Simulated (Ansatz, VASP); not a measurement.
# LiH: VASP beside Ansatz

The input INCAR:

```
SYSTEM = LiH
PREC = Accurate
ENCUT = 600
EDIFF = 1E-7
ISMEAR = 0
SIGMA = 0.02
LREAL = .False.
LASPH = .True.
NELM = 60
ALGO = Normal
ISIF = 3
LWAVE = .False.
LCHARG = .False.
GGA = PE
IBRION = 2
NSW = 100
EDIFFG = -0.005
```

Contents of KPOINTS:

```
Automatic mesh
0
Gamma
  10 10 10
  0 0 0
```

POSCAR

```
LiH
1.0
    0.0000000000      2.0367500000      2.0367500000
    2.0367500000      0.0000000000      2.0367500000
    2.0367500000      2.0367500000      0.0000000000
Li H
1 1
Direct
    0.0000000000      0.0000000000      0.0000000000
    0.5000000000      0.5000000000      0.5000000000
```

Input for Ansatz:

```yaml
crystal:
  lattice:
    - [0.0, 2.03675, 2.03675]
    - [2.03675, 0.0, 2.03675]
    - [2.03675, 2.03675, 0.0]
  atoms:
    - { symbol: Li, position: [0.0, 0.0, 0.0] }
    - { symbol: H, position: [0.5, 0.5, 0.5] }
basis:
  ecutwfc: 420
kpoints:
  mp_grid: { grid: [10, 10, 10] }
hamiltonian:
  xc: pbe
scf:
  occupations: { method: gaussian, width: 0.02 }
output:
  forces: true
  stress: true
  eigenvalues: true
  write_density: true
  write_potential: true
  elf: true
  volumetric_format: npy
relax:
  adjacent_minimum: "off"
  f_tol: 0.005
  max_steps: 80
  cell: { stress_tol: 0.05 }
```

Alike in both runs: task relaxation of cell and atoms; functional PBE; k mesh 10 × 10 × 10; occupations gaussian, width 0.02 eV; no spin polarisation.

```csv
,VASP,Ansatz
version,VASP 6.6.1,Ansatz 0.2.0
potentials or method,"VASP PAW PBE potentials, release 64 (Li_sv, H)","scalar-relativistic, plane waves, PAW"
plane-wave cutoff (eV),600,420
valence electrons in the cell,4,4
```

```csv
,VASP,Ansatz,Ansatz less VASP
"gap on the k mesh at the Fermi level, each at its own relaxed structure (eV)",2.97,2.98,+0.012
relaxed volume (Å³/atom),7.98,8.04,+0.061
relaxed cell length with the largest relative difference (Å),2.826,2.833,+0.0072
energy change over the relaxation (meV/atom),-3,-2,+0.6
```

Caveats: the cutoff is under 1.25 times the usual one of these potentials, so pressure, stress and relaxed cells hold a basis-set (Pulay) error (VASP). PBE gaps usually lie below the measured ones, often by a third to a half. A k mesh can miss the band edges.
